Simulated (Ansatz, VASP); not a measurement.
## BiTe in VASP and in Ansatz

```
Bi Te
1.0
     2.43875    1.40801    3.33926
    -2.43875    1.40801    3.33926
     0.00000   -2.81603    3.33926
Bi Te
1 1
Direct
  0.50000 0.50000 0.50000
  0.00000 0.00000 0.00000
```

Change from the starting cell: volume scaled by 1.02.

Alike in both runs: task single point; functional PBE; k mesh 7 × 7 × 7; occupations fermi-dirac, width 0.05 eV; no spin polarisation.

|  | VASP | Ansatz |
| --- | --- | --- |
| version | VASP 6.6.1 | Ansatz 0.2.0 |
| potentials or method | VASP PAW PBE potentials, release 64 (Bi_d, Te) | Ansatz PAW |
| plane-wave cutoff (eV) | 520 | 420 |
| valence electrons in the cell | 21 | 31 |

```csv
,VASP,Ansatz,Ansatz less VASP
gap on the k mesh at the Fermi level (eV),none,none,-
pressure (GPa),-0.8,-0.8,+0.06
largest component of the traceless stress (GPa),0.13,0.13,0.000
```

A gap of «none» marks a metal or a gap that the smearing closes. The two sets of potentials don't hold the same shells in valence.

Caveats: spin-orbit coupling is left out, which moves the levels of the heavy elements.
